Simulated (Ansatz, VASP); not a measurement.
# Co: VASP beside Ansatz

```
Co
1.0
     2.47200    0.00000    0.00000
    -1.23600    2.14081    0.00000
     0.00000    0.00000    4.02114
Co
2
Direct
  0.66485 0.31270 0.74273
  0.34334 0.65289 0.24011
```

Change from the starting cell: atoms moved at random, drawn with an rms of 0.05 Å.

Alike in both runs: task single point; functional PBEsol; k mesh 12 × 12 × 7; occupations fermi-dirac, width 0.05 eV; collinear spin, ferromagnetic start.

|  | VASP | Ansatz |
| --- | --- | --- |
| version | VASP 6.6.1 | Ansatz 0.2.0 |
| potentials or method | VASP PAW PBE potentials, release 64 (Co) | Ansatz PAW |
| plane-wave cutoff (eV) | 520 | 420 |
| valence electrons in the cell | 18 | 34 |

|  | VASP | Ansatz | Ansatz less VASP |
| --- | --- | --- | --- |
| gap on the k mesh at the Fermi level (eV) | none | none | - |
| pressure (GPa) | -6.5 | -5.7 | +0.82 |
| largest component of the traceless stress (GPa) | 1.83 | 1.83 | +0.001 |
| rms of the force components (eV/Å) | 0.052 | 0.053 | +0.0006 |
| net moment per atom (μB) | 1.59 | 1.60 | +0.007 |
| size of the moment on the site where the two differ most (μB) | 1.60 | 1.67 | +0.062 |

Site moments also hang on the region over which each program counts them. Atom by atom the forces differ by 0.001 eV/Å (rms over components). A gap of «none» marks a metal or a gap that the smearing closes. The two sets of potentials don't hold the same shells in valence.

Caveats: the PAW data sets were made with another functional, which shifts forces and pressure a little (VASP); the PAW data sets come from PBE, with cores solved anew for the run's functional, which leaves a small shift of forces and pressure (Ansatz).
